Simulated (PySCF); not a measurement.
Methylenecyclopropane, C4H6.
Geometry (PBE0-D3(BJ)/def2-SVP, Å), atoms numbered from 1 in this order:
```xyz
10
C4H6 angstrom
C      1.6098   -0.4881   -0.0330
C      0.3439   -0.1041   -0.0071
C     -1.0713   -0.4721   -0.0250
C     -0.6276    0.9867    0.0599
H      2.4236    0.2418    0.0049
H      1.8793   -1.5466   -0.0933
H     -1.5109   -0.9295    0.8685
H     -1.5124   -0.8204   -0.9658
H     -0.7729    1.6213   -0.8217
H     -0.7654    1.5107    1.0124
```

Method: core-valence-separated Tamm–Dancoff BHandHLYP/aug-pcX-1 (pcseg-1 on H) in PySCF, non-relativistic, gas phase, PBE0-D3(BJ)/def2-SVP geometry. BHandHLYP without relativity tends to put these K edges a few eV too low, so spacings mean more than positions.

(1) What does the C 1s absorption edge look like?

## Answers

(1) 
| E (eV) | f | core hole on | main final orbital | polarisation |
| --- | --- | --- | --- | --- |
| 282.80 | 0.0548 | C1 | LUMO (54 %) | normal to the local trigonal plane |
| 282.89 | 0.0635 | C2 | LUMO (66 %) | normal to the local trigonal plane |
| 285.37 | 0.0160 | C3/C4 | LUMO (2 roots, f summed) | – |
| 285.83 | 0.0078 | C1 | LUMO+3 (78 %) | in the local trigonal plane |
| 286.01 | 0.0161 | C3/C4 | LUMO+1 (2 roots, f summed) | – |
| 286.23 | 0.0243 | C1 | LUMO+4 (51 %) | in the local trigonal plane |
| 286.51 | 0.0512 | C3/C4 | LUMO+2 (2 roots, f summed) | – |
| 286.94 | 0.0288 | C2 | LUMO+4 (32 %) | in the local trigonal plane |
| 287.03 | 0.0007 | C2 | LUMO+3 (49 %) | – |
| 287.11 | 0.0088 | C1 | LUMO+9 (47 %) | normal to the local trigonal plane |
| 287.14 | 0.0009 | C1 | LUMO+1 (66 %) | – |
| 287.19 | 0.0380 | C3/C4 | LUMO+6 (2 roots, f summed) | – |
| 287.24 | 0.0211 | C3/C4 | LUMO+5 (2 roots, f summed) | – |

The first line with a tenth or more of the strongest one's intensity is at 282.80 eV (f = 0.055), with the hole on C1 (terminal =CH2 carbon), polarised normal to the local trigonal plane: a 1s→π* resonance. The strongest listed is at 282.89 eV (f = 0.064; C2, 1s→π*).

Roots within 0.03 eV whose holes lie on the same, on equivalent or on shared atoms are summed into one line, and the highest roots are left out, as the search may have cut off their partners. Final orbitals are the ground state's empty Kohn–Sham orbitals. A dash: too weak, shared between unlike atoms, or no plane or axis to refer to.

Problem. What are the wavelength and the wavenumber of the 285.37 eV line?

Solution. λ = 12398.42 eV Å/285.37 eV = 43.447 Å; 2.3017 × 10⁶ cm⁻¹.

The list ends where the root search ended, not at a threshold.
